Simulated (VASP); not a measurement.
# LiH (Pm-3m) in VASP: a series of runs

Aim: see how the results for LiH move with the level of theory and the settings. Levels: PBE, HSE06. Tasks: single point.

Program: VASP 6.6.1. These are calculated values, not measurements. Logs are shortened: lines on timing, memory, paths and dates and some standing lists are left out, and cuts for length are marked.

## Step 1: The crystal as given

The structure is cubic, space group Pm-3m (No. 221). The conventional cell has a = 2.502 Å, b = 2.502 Å, c = 2.502 Å, α = 90.00°, β = 90.00°, γ = 90.00°. Around Li (site symmetry m-3m) lie 8 H at 2.17 Å. H (site symmetry m-3m) has 8 Li at 2.17 Å as nearest neighbours.

The cell was built by a generator and needn't be a form met in nature.

## Step 2: Single point, PBE

INCAR reads:

```
ALGO     = Normal         # electronic algorithm
EDIFF    = 1E-6           # SCF threshold, eV
ENCUT    = 520            # plane-wave cutoff, eV
GGA      = PE             # functional
ISIF     = 2              # what is computed and relaxed
ISMEAR   = 0              # smearing method
LASPH    = True           # aspherical terms in the spheres
LCHARG   = False          # write CHGCAR
LREAL    = False          # projectors in reciprocal space
LWAVE    = False          # write WAVECAR
NBANDS   = 9              # bands
NELM     = 100            # most SCF steps
PREC     = Accurate       # precision mode
SIGMA    = 0.01           # smearing width, eV
```

KPOINTS reads:

```
k-points
0
Gamma
  8 8 8
```

POSCAR reads:

```
LiH
1.0
    2.5016587118      0.0000000000      0.0000000000
    0.0000000000      2.5016587118      0.0000000000
    0.0000000000      0.0000000000      2.5016587118
Li H
1 1
Direct
    0.0000000000      0.0000000000      0.0000000000
    0.5000000000      0.5000000000      0.5000000000
```

Potentials or basis: VASP PAW PBE potentials, release 64 (Li_sv, H).

Command:

```sh
$ cat potpaw_PBE.64/Li_sv/POTCAR potpaw_PBE.64/H/POTCAR > POTCAR
$ mpirun -np 1 vasp_std > vasp.out
```

OUTCAR:

```text
EDIFF = 1E-6
   ENCUT = 520
   GGA = PE
   ISIF = 2
   ISMEAR = 0
   LASPH = True
   LREAL = False
   NELM = 100
   PREC = Accurate

 ion  position               nearest neighbor table
   1  0.000  0.000  0.000-
   2  0.500  0.500  0.500-

  LATTYP: Found a simple cubic cell.
 ALAT       =     2.5016587118

  Lattice vectors:

 A1 = (   2.5016587118,   0.0000000000,   0.0000000000)
 A2 = (   0.0000000000,   2.5016587118,   0.0000000000)
 A3 = (   0.0000000000,   0.0000000000,   2.5016587118)

Analysis of symmetry for initial positions (statically):
=====================================================================
 Subroutine PRICEL returns:
 Original cell was already a primitive cell.

 Routine SETGRP: Setting up the symmetry group for a
 simple cubic supercell.

 Subroutine GETGRP returns: Found 48 space group operations
 (whereof 48 operations were pure point group operations)
 out of a pool of 48 trial point group operations.

The static configuration has the point symmetry O_h .

Analysis of symmetry for dynamics (positions and initial velocities):
=====================================================================
 Subroutine PRICEL returns:
 Original cell was already a primitive cell.

 Routine SETGRP: Setting up the symmetry group for a
 simple cubic supercell.

 Subroutine GETGRP returns: Found 48 space group operations
 (whereof 48 operations were pure point group operations)
 out of a pool of 48 trial point group operations.

The dynamic configuration has the point symmetry O_h .

 Subroutine INISYM returns: Found 48 space group operations
 (whereof 48 operations are pure point group operations),
 and found     1 'primitive' translations

----------------------------------------------------------------------------------------

                                     Primitive cell

  volume of cell :      15.6561

  direct lattice vectors                    reciprocal lattice vectors
     2.501658712  0.000000000  0.000000000     0.399734782  0.000000000  0.000000000
     0.000000000  2.501658712  0.000000000     0.000000000  0.399734782  0.000000000
     0.000000000  0.000000000  2.501658712     0.000000000  0.000000000  0.399734782

  length of vectors
[... 85 lines left out ...]
   NSW    =      0    number of steps for IOM
   IBRION =     -1    ionic relax: 0-MD 1-quasi-New 2-CG
   NFREE  =      0    steps in history (QN), initial steepest desc. (CG)
   ISIF   =      2    stress and relaxation
   ISYM   =      2    0-nonsym 1-usesym 2-fastsym
   POTIM  = 0.5000    time-step for ionic-motion
   TEBEG  =    0.0;   TEEND  =   0.0 temperature during run
   PSTRESS=    0.0 pullay stress
   NELECT =       4.0000    total number of electrons
   NUPDOWN=      -1.0000    fix difference up-down
   EMIN   =  10.00;   EMAX   =-10.00  energy-range for DOS
   EFERMI =   0.00;   METHOD = LEGACY
   ISMEAR =     0;   SIGMA  =   0.01  broadening in eV -4-tet -1-fermi 0-gaus
   EFERMI_NEDOS =   21; number of points for ismear=-14 and -15
   IALGO  =     38    algorithm
   IMIX   =      4    mixing-type and parameters
     AMIX     =   0.40;   BMIX     =  1.00
     AMIX_MAG =   1.60;   BMIX_MAG =  1.00
  volume/ion in A,a.u.               =       7.83        52.83
  Fermi-wavevector in a.u.,A,eV,Ry     =   1.038804  1.963054 14.682222  1.079113
  Thomas-Fermi vector in A             =   2.173305
   LORBIT       =      0    0 simple, 1 ext, 2 COOP (PROOUT), +10 PAW based schemes
   GGA     = PE    functional components
   LHFCALC =     F    Hartree Fock is set to
   AEXX    =    0.0000 exact exchange contribution
   IVDW    =     0    specifies the selected vdW correction
   LEPSILON=     F    determine dielectric tensor
   LRPA    =     F    only Hartree local field effects (RPA)
 non-spin polarized calculation
 Gauss-broadening in eV      SIGMA  =   0.01
  energy-cutoff  :      520.00
  volume of cell :       15.66
 maximum number of plane-waves:       441
 NGX is ok and might be reduce to    20
   NGX =  9   NGY =  9   NGZ =  9

 number of electron       4.0000011 magnetization

 Free energy of the ion-electron system (eV)
  ---------------------------------------------------
  ext. energy  EPLUGINS =         0.00000000
  ---------------------------------------------------
  free energy    TOTEN  =        -5.65853707 eV

  energy without entropy =       -5.65853707  energy(sigma->0) =       -5.65853707

 E-fermi :   3.8477     XC(G=0):  -8.6587

 val. band max:        3.5526018829   @ k =   0.5000   0.5000   0.5000
 cond. band min:       4.2823871329   @ k =   0.5000   0.0000   0.0000
 fundamental gap:      0.7297852500
 Fermi energy:         3.8476679254

 k-point     1 :       0.0000    0.0000    0.0000
  band No.  band energies     occupation
      1     -44.5728      2.00000
      2      -5.2833      2.00000
      3      15.5158      0.00000
      4      15.5158      0.00000
      5      15.5158      0.00000
      6      16.1182      0.00000
      7      18.6619      0.00000
      8      18.6619      0.00000
      9      35.2549      0.00000
[... 265 lines left out ...]
 k-point    24 :       0.5000    0.3750    0.1250
  band No.  band energies     occupation
      1     -44.4717      2.00000
      2       0.0947      2.00000
      3       5.2696      0.00000
      4       7.1202      0.00000
      5      12.7470      0.00000
      6      19.5167      0.00000
      7      22.0314      0.00000
      8      25.3262      0.00000
      9      25.6440      0.00000

 [... further k-points ...]

------------------------ aborting loop because EDIFF is reached ----------------------------------------

  FORCE on cell =-STRESS in cart. coord.  units (eV):
  Direction    XX          YY          ZZ          XY          YZ          ZX
  --------------------------------------------------------------------------------------
  -------------------------------------------------------------------------------------
  Total        0.0090199      0.0090199      0.0090199      0.0000000      0.0000000     -0.0000000
  in kB        0.9230558      0.9230558      0.9230558      0.0000000      0.0000000     -0.0000000
  external PRESSURE =       0.9230558 kB  Pullay stress =       0.0000000 kB

 VOLUME and BASIS-vectors are now :
 -----------------------------------------------------------------------------
  energy-cutoff  :      520.00
  volume of cell :       15.66
      direct lattice vectors                 reciprocal lattice vectors
     2.501658712  0.000000000  0.000000000     0.399734782  0.000000000  0.000000000
     0.000000000  2.501658712  0.000000000     0.000000000  0.399734782  0.000000000
     0.000000000  0.000000000  2.501658712     0.000000000  0.000000000  0.399734782

 POSITION                                       TOTAL-FORCE (eV/Angst)
 -----------------------------------------------------------------------------------
      0.00000      0.00000      0.00000         0.000000      0.000000      0.000000
      1.25083      1.25083      1.25083         0.000000      0.000000      0.000000
 -----------------------------------------------------------------------------------
    total drift:                                0.000000      0.000000      0.000000

  FREE ENERGIE OF THE ION-ELECTRON SYSTEM (eV)
  ---------------------------------------------------
  free  energy   TOTEN  =        -5.6585370711 eV

  energy  without entropy=       -5.6585370711  energy(sigma->0) =       -5.65853707
```

OSZICAR:

```text
N       E                     dE             d eps       ncg     rms          rms(c)
DAV:   1    -0.217766788214E+01   -0.21777E+01   -0.13733E+03   686   0.382E+02
DAV:   2    -0.588375604188E+01   -0.37061E+01   -0.36882E+01   849   0.512E+01
DAV:   3    -0.592441678754E+01   -0.40661E-01   -0.40569E-01   751   0.439E+00
DAV:   4    -0.592455890736E+01   -0.14212E-03   -0.14211E-03   791   0.259E-01
DAV:   5    -0.592455960576E+01   -0.69840E-06   -0.69839E-06   781   0.137E-02    0.282E+00
DAV:   6    -0.572737731095E+01    0.19718E+00   -0.16220E-01   722   0.121E+00    0.140E+00
DAV:   7    -0.565745993542E+01    0.69917E-01   -0.21294E-01   735   0.153E+00    0.225E-01
DAV:   8    -0.565861194435E+01   -0.11520E-02   -0.40680E-03   739   0.426E-01    0.533E-02
DAV:   9    -0.565853723835E+01    0.74706E-04   -0.28909E-04   834   0.567E-02    0.597E-03
DAV:  10    -0.565853707110E+01    0.16724E-06   -0.67587E-06   680   0.190E-02
   1 F= -.56585371E+01 E0= -.56585371E+01  d E =0.000000E+00
```

Wall time 3.5 s (1 thread of Intel Xeon Platinum 8259CL at 2.50GHz (Skylake/Cascade Lake), shared host); peak memory 0.12 GiB.

Results:

- Free energy: -5.6585 eV
- Band gap on the k mesh: 0.73 eV, indirect (least direct gap 4.21 eV)

Levels at points of the mesh, in eV from the valence-band top:
| k point | band 1 | band 2 | band 3 | band 4 | band 5 |
| --- | --- | --- | --- | --- | --- |
| (0.00, 0.00, 0.00) | -48.13 | -8.84 | 11.96 | 11.96 | 11.96 |
| (0.50, 0.00, 0.00) | -48.07 | -6.59 | 0.73 | 11.43 | 16.25 |
| (0.50, 0.50, 0.00) | -48.02 | -2.67 | 1.54 | 1.54 | 9.12 |
| (0.50, 0.50, 0.50) | -47.98 | 0.00 | 6.42 | 6.42 | 6.42 |

Caveat: the cutoff is under 1.25 times the usual one of these potentials, so pressure, stress and relaxed cells hold a basis-set (Pulay) error.

## Step 3: Single point, HSE06

POSCAR is that of step 2.

INCAR.step1 reads:

```
PREC     = Accurate       # precision mode
ENCUT    = 520            # plane-wave cutoff, eV
EDIFF    = 1E-5           # SCF threshold, eV
ISMEAR   = 0              # smearing method
SIGMA    = 0.01           # smearing width, eV
LREAL    = F              # projectors in reciprocal space
LASPH    = T              # aspherical terms in the spheres
NELM     = 100            # most SCF steps
ALGO     = Normal         # electronic algorithm
ISIF     = 2              # what is computed and relaxed
LWAVE    = T              # write WAVECAR
GGA      = PE             # functional
NBANDS   = 9              # bands
```

INCAR.step2 reads:

```
PREC     = Accurate       # precision mode
ENCUT    = 520            # plane-wave cutoff, eV
EDIFF    = 1E-6           # SCF threshold, eV
ISMEAR   = 0              # smearing method
SIGMA    = 0.01           # smearing width, eV
LREAL    = F              # projectors in reciprocal space
LASPH    = T              # aspherical terms in the spheres
NELM     = 100            # most SCF steps
ALGO     = Normal         # electronic algorithm
ISIF     = 2              # what is computed and relaxed
LWAVE    = F              # write WAVECAR
LCHARG   = T              # write CHGCAR
GGA      = PE             # functional
LHFCALC  = T              # exact exchange
HFSCREEN = 0.2079         # screening, 1/A
PRECFOCK = Normal       
LELF     = T              # ELF
LVHAR    = T            
ISTART   = 1            
NBANDS   = 9              # bands
```

KPOINTS reads:

```
Automatic mesh
0
Gamma
  6 6 6
```

Potentials or basis: VASP PAW PBE potentials, release 64 (Li_sv, H).

Command:

```sh
$ cat potpaw_PBE.64/Li_sv/POTCAR potpaw_PBE.64/H/POTCAR > POTCAR
$ cp INCAR.step1 INCAR
$ mpirun -np 1 vasp_std > vasp.out
$ cp INCAR.step2 INCAR
$ mpirun -np 1 vasp_std > vasp.out
```

Wall time 39 s (1 thread of Intel Xeon Platinum 8259CL at 2.50GHz (Skylake/Cascade Lake), shared host); peak memory 0.22 GiB.

The run converged. Its results:

| Quantity | Value |
| --- | --- |
| Free energy | -6.2946 eV |
| Band gap on the k mesh | 1.43 eV, indirect (least direct gap 5.27 eV) |

Levels at points of the mesh, in eV from the valence-band top:
| k point | band 1 | band 2 | band 3 | band 4 | band 5 |
| --- | --- | --- | --- | --- | --- |
| (0.00, 0.00, 0.00) | -51.47 | -9.79 | 13.14 | 13.14 | 13.14 |
| (0.50, 0.00, 0.00) | -51.42 | -7.24 | 1.43 | 12.82 | 17.49 |
| (0.50, 0.50, 0.00) | -51.37 | -2.95 | 2.31 | 2.31 | 10.19 |
| (0.50, 0.50, 0.50) | -51.33 | 0.00 | 7.45 | 7.45 | 7.45 |

Caveat: the cutoff is under 1.25 times the usual one of these potentials, so pressure, stress and relaxed cells hold a basis-set (Pulay) error; the PAW data sets were made with another functional, which shifts forces and pressure a little.
